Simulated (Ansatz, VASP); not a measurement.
BaS: VASP beside Ansatz

```
Ba S
1.0
     0.00000    3.21490    3.21490
     3.21490    0.00000    3.21490
     3.21490    3.21490    0.00000
Ba S
1 1
Direct
  0.00000 0.00000 0.00000
  0.50000 0.50000 0.50000
```

Change from the starting cell: volume scaled by 1.02.

Alike in both runs: task single point; functional PBEsol; k mesh 7 × 7 × 7; occupations fermi-dirac, width 0.05 eV; no spin polarisation.

|  | VASP | Ansatz |
| --- | --- | --- |
| version | VASP 6.6.1 | Ansatz 0.2.0 |
| potentials or method | VASP PAW PBE potentials, release 64 (Ba_sv, S), cutoff 520 eV | all-electron LAPW, scalar-relativistic |

Ansatz gave:

```
gap on the k mesh at the Fermi level (eV) : 2.17
least direct gap on the mesh (eV)         : 2.30
pressure (GPa)                            : -1.9
```

Task: What did VASP give for the same quantities?

Result: gap on the k mesh at the Fermi level (eV): 2.08; least direct gap on the mesh (eV): 2.24; pressure (GPa): -1.4.

Ansatz ran all-electron here, so the differences hold the error of VASP's frozen core and of both bases.

Caveats: spin-orbit coupling is left out, which moves the levels of the heavy elements; an odd mesh through Γ misses points on the zone boundary, where band edges often lie; the PAW data sets were made with another functional, which shifts forces and pressure a little (VASP).
